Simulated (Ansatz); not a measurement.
# C: the cost of one run

Program: Ansatz 0.2.0. Level of theory: DFT PBE, scalar-relativistic, plane waves, PAW. These are calculated values, not measurements.

A COD entry behind a cell of this session may itself be a prediction, so a difference from it is no test against experiment.

## (1) The starting structure

Symmetry: P3m1, No. 156, trigonal system. Conventional cell: a = 2.522 Å, b = 2.522 Å, c = 36.048 Å, α = 90.00°, β = 90.00°, γ = 120.00°. C (site symmetry 3m) has 3 C at 1.54 Å as nearest neighbours. C (site symmetry 3m) is surrounded by 4 C at 1.54 Å. Around C (site symmetry 3m) lie 4 C at 1.54 to 1.55 Å. Only part of the 20 independent sites is listed.

Structure file:

```
C
1.0
     2.52210    0.00000    0.00000
    -1.26105    2.18421    0.00000
     0.00000    0.00000   36.04840
C
20
Direct
  0.33333 0.66667 0.23579
  0.00000 0.00000 0.25005
  0.00000 0.00000 0.29289
  0.66667 0.33333 0.30723
  0.66667 0.33333 0.35007
  0.33333 0.66667 0.36433
  0.33333 0.66667 0.40717
  0.66667 0.33333 0.42145
  0.66667 0.33333 0.46430
  0.00000 0.00000 0.47858
  0.00000 0.00000 0.52142
  0.66667 0.33333 0.53567
  0.66667 0.33333 0.57852
  0.33333 0.66667 0.59286
  0.33333 0.66667 0.63570
  0.00000 0.00000 0.64995
  0.00000 0.00000 0.69280
  0.33333 0.66667 0.70708
  0.33333 0.66667 0.74992
  0.66667 0.33333 0.76421
```

Slab cut from the bulk at the bulk's listed lattice constants, lower half held.

## (2) Relaxing the atoms

Input file input.yaml:

```yaml
crystal:
  lattice:
    - [2.52210317, 0.0, 0.0]
    - [-1.26105159, 2.18420542, 0.0]
    - [0.0, 0.0, 36.0483954979]
  atoms:
    - { symbol: C, position: [0.33333333, 0.66666667, 0.2357941285] }
    - { symbol: C, position: [0.0, 0.0, 0.2500469672] }
    - { symbol: C, position: [0.0, 0.0, 0.2928911556] }
    - { symbol: C, position: [0.66666667, 0.33333333, 0.3072296873] }
    - { symbol: C, position: [0.66666667, 0.33333333, 0.3500738757] }
    - { symbol: C, position: [0.33333333, 0.66666667, 0.3643267144] }
    - { symbol: C, position: [0.33333333, 0.66666667, 0.4071709131] }
    - { symbol: C, position: [0.66666667, 0.33333333, 0.4214523126] }
    - { symbol: C, position: [0.66666667, 0.33333333, 0.4642965011] }
    - { symbol: C, position: [0.0, 0.0, 0.4785779006] }
    - { symbol: C, position: [0.0, 0.0, 0.5214220994] }
    - { symbol: C, position: [0.66666667, 0.33333333, 0.535674938] }
    - { symbol: C, position: [0.66666667, 0.33333333, 0.5785191265] }
    - { symbol: C, position: [0.33333333, 0.66666667, 0.5928576478] }
    - { symbol: C, position: [0.33333333, 0.66666667, 0.6357018466] }
    - { symbol: C, position: [0.0, 0.0, 0.6499546852] }
    - { symbol: C, position: [0.0, 0.0, 0.6927988839] }
    - { symbol: C, position: [0.33333333, 0.66666667, 0.7070802732] }
    - { symbol: C, position: [0.33333333, 0.66666667, 0.7499244719] }
    - { symbol: C, position: [0.66666667, 0.33333333, 0.7642058715] }
basis:
  ecutwfc: 600.0
  fft_grid_basis: typed
kpoints:
  mp_grid: { grid: [12, 12, 1] }
hamiltonian:
  xc: pbe
  pseudopotentials: { kind: paw }
scf:
  occupations: { method: gaussian, width: 0.1 }
output:
  forces: true
  eigenvalues: true
efield:
  axis: 3
  dipole_correction: true
  ramp_width: 0.04
relax:
  adjacent_minimum: "off"
  f_tol: 0.04
  max_steps: 40
  constraints: [{ sites: [0, 1, 2, 3, 4, 5, 6, 7, 8, 9] }]
```

Started as:

```sh
> ansatz run input.yaml --threads 2 --pin off --max-ram 4423MiB --backend cpu --events-out ev --progress --plain --runs-dir out
```

**Question.** How long does this run take on 2 threads of Arm Neoverse V1, shared host, and how much memory does it need?

About 3.5 min, with a peak of 0.74 GiB.
